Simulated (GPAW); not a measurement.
MoS2, a slab with vacuum:

```
CELL_PARAMETERS angstrom
3.18413 0.00000 0.00000
-1.59206 2.75753 0.00000
0.00000 0.00000 17.33460
ATOMIC_POSITIONS crystal
Mo 0.00000 0.00000 0.00000
S 0.33333 0.66667 0.91051
S 0.33333 0.66667 0.08949
```

Base run:

- Program: GPAW 26.7.0
- Functional: LDA
- Potentials or basis: the program's PAW data sets (release 1.2.1) made for this functional
- Cutoff: 450 eV
- Basis: pw
- k mesh: 8 × 8 × 2
- Occupations: fermi-dirac, width 0.05 eV
- Spin: no spin polarisation

Its results: band gap on the k mesh 1.75 eV, indirect (least direct gap 1.96 eV); largest force 0.440 eV/Å.

Task: The run is repeated on the same cell with these changes: functional from LDA to r2SCAN; potentials or basis from the program's PAW data sets (release 1.2.1) made for this functional to GPAW PAW data sets (gpaw-data 1.2.1); cutoff from 450 eV to 500 eV. What comes out?

Result: Band gap on the k mesh 1.84 eV, indirect (least direct gap 2.08 eV); largest force 0.025 eV/Å.

Caveats: the cutoff is short for stress and forces, so pressures can be off by a GPa or more; the PAW data sets were made with another functional, which shifts forces and pressure a little (some runs).

A k mesh can miss the band edges.
